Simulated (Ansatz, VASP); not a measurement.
## One calculation of BaTe, two programs

Contents of INCAR:

```
SYSTEM = BaTe
PREC = Accurate
ENCUT = 600
EDIFF = 1E-6
ISMEAR = 0
SIGMA = 0.02
LREAL = .FALSE.
LASPH = .TRUE.
NELM = 100
ALGO = Normal
ISIF = 3
LWAVE = .FALSE.
LCHARG = .FALSE.
GGA = PE
IVDW = 12
IBRION = 2
NSW = 100
EDIFFG = -0.01
```

File KPOINTS:

```
Automatic mesh
0
G
  8 8 8
  0 0 0
```

POSCAR

```
BaTe
1.0
    0.0000000000      3.5449197300      3.5449197300
    3.5449197300      0.0000000000      3.5449197300
    3.5449197300      3.5449197300      0.0000000000
Ba Te
1 1
Direct
    0.0000000000      0.0000000000      0.0000000000
    0.5000000000      0.5000000000      0.5000000000
```

Input for Ansatz:

```yaml
crystal:
  lattice:
    - [0.0, 3.54491973, 3.54491973]
    - [3.54491973, 0.0, 3.54491973]
    - [3.54491973, 3.54491973, 0.0]
  atoms:
    - { symbol: Ba, position: [0.0, 0.0, 0.0] }
    - { symbol: Te, position: [0.5, 0.5, 0.5] }
basis:
  ecutwfc: 420
kpoints:
  mp_grid: { grid: [8, 8, 8] }
hamiltonian:
  xc: pbe
  dispersion: d3bj
scf:
  occupations: { method: gaussian, width: 0.02 }
output:
  forces: true
  stress: true
  eigenvalues: true
  write_density: true
  write_potential: true
  elf: true
  volumetric_format: npy
relax:
  adjacent_minimum: "off"
  f_tol: 0.01
  max_steps: 80
  cell: { stress_tol: 0.05 }
```

Alike in both runs: task relaxation of cell and atoms; functional PBE; dispersion D3(BJ); k mesh 8 × 8 × 8; occupations gaussian, width 0.02 eV; no spin polarisation.

|  | VASP | Ansatz |
| --- | --- | --- |
| version | VASP 6.6.1 | Ansatz 0.2.0 |
| potentials or method | VASP PAW PBE potentials, release 64 (Ba_sv, Te) | scalar-relativistic, plane waves, PAW |
| plane-wave cutoff (eV) | 600 | 420 |
| valence electrons in the cell | 16 | 26 |

Ansatz gave:

| Item | Value |
| --- | --- |
| gap on the k mesh at the Fermi level, each at its own relaxed structure (eV) | 1.57 |
| relaxed volume (Å³/atom) | 42.28 |
| relaxed cell length with the largest relative difference (Å) | 4.927 |
| energy change over the relaxation (meV/atom) | -11 |

Question: Estimate VASP's values.

Answer: gap on the k mesh at the Fermi level, each at its own relaxed structure (eV): 1.51; relaxed volume (Å³/atom): 42.76; relaxed cell length with the largest relative difference (Å): 4.945; energy change over the relaxation (meV/atom): -7.

The two sets of potentials don't hold the same shells in valence.

Caveats: spin-orbit coupling is left out, which moves the levels of the heavy elements. A k mesh can miss the band edges.
